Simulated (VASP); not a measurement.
A run of VASP 6.6.1:

The input INCAR:

```
SYSTEM = HfC
PREC = Accurate ; ENCUT = 600
EDIFF = 1E-6 ; ISMEAR = -1
SIGMA = 0.05 ; LREAL = .FALSE.
LASPH = .TRUE. ; NELM = 80
ALGO = Fast ; ISIF = 3
LWAVE = .FALSE. ; LCHARG = .FALSE.
GGA = PE ; IBRION = 2
NSW = 60 ; EDIFFG = -0.01
```

KPOINTS

```
Automatic mesh
0
G
  10 10 10
  0 0 0
```

POSCAR

```
HfC
1.0
    0.0000000000      2.3250000000      2.3250000000
    2.3250000000      0.0000000000      2.3250000000
    2.3250000000      2.3250000000      0.0000000000
Hf C
1 1
Direct
    0.5000000000      0.5000000000      0.5000000000
    0.0000000000      0.0000000000      0.0000000000
```

Potentials or basis: VASP PAW PBE potentials, release 64 (Hf_pv, C).

The run is started by

```bash
$ cat potpaw_PBE.64/Hf_pv/POTCAR potpaw_PBE.64/C/POTCAR > POTCAR
$ mpirun -np 1 vasp_std > vasp.out
```

Hardware: 1 thread of Intel(R) Xeon(R) Platinum 8375C CPU @ 2.90GHz (Ice Lake), with other jobs on the host.

**Question.** Estimate the wall time of this run.

**Answer.** It took 48 s on 1 thread of Intel(R) Xeon(R) Platinum 8375C CPU @ 2.90GHz (Ice Lake), with other jobs on the host, peak memory 0.16 GiB. Counts: scf iterations 27, k points 47, ion steps 3.
